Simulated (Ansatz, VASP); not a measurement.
## As: VASP beside Ansatz

File INCAR:

```
SYSTEM = As
ALGO = Fast
EDIFF = 1E-6
ENCUT = 520
GGA = PE
ISIF = 2
ISMEAR = 0
LASPH = .TRUE.
LCHARG = .TRUE.
LELF = .TRUE.
LREAL = .FALSE.
LVHAR = .TRUE.
LWAVE = .FALSE.
NBANDS = 14
NELM = 100
PREC = Accurate
SIGMA = 0.1
```

File KPOINTS:

```
k-points
0
G
  6 6 6
  0 0 0
```

POSCAR

```
As
1.0
   -2.6272428800      2.6272428800      2.6272428800
    2.6272428800     -2.6272428800      2.6272428800
    2.6272428800      2.6272428800     -2.6272428800
As
3
Direct
    0.0000000000      0.5000000000      0.5000000000
    0.5000000000      0.0000000000      0.5000000000
    0.5000000000      0.5000000000      0.0000000000
```

Input for Ansatz:

```yaml
crystal:
  lattice:
    - [-2.62724288, 2.62724288, 2.62724288]
    - [2.62724288, -2.62724288, 2.62724288]
    - [2.62724288, 2.62724288, -2.62724288]
  atoms:
    - { symbol: As, position: [0.0, 0.5, 0.5] }
    - { symbol: As, position: [0.5, 0.0, 0.5] }
    - { symbol: As, position: [0.5, 0.5, 0.0] }
basis:
  ecutwfc: 420
kpoints:
  mp_grid: { grid: [6, 6, 6] }
hamiltonian:
  xc: pbe
scf:
  occupations: { method: gaussian, width: 0.1 }
  lower_state_search: "off"
output:
  forces: true
  stress: true
  eigenvalues: true
```

Alike in both runs: task single point; functional PBE; k mesh 6 × 6 × 6; occupations gaussian, width 0.1 eV; no spin polarisation.

|  | VASP | Ansatz |
| --- | --- | --- |
| version | VASP 6.6.1 | Ansatz 0.2.0 |
| potentials or method | VASP PAW PBE potentials, release 64 (As) | scalar-relativistic, plane waves, PAW |
| plane-wave cutoff (eV) | 520 | 420 |
| valence electrons in the cell | 15 | 45 |

|  | VASP | Ansatz | Ansatz less VASP |
| --- | --- | --- | --- |
| gap on the k mesh at the Fermi level (eV) | none | none | - |
| pressure (GPa) | -1.8 | -2.0 | -0.12 |

A gap of «none» marks a metal or a gap that the smearing closes. The two sets of potentials don't hold the same shells in valence.
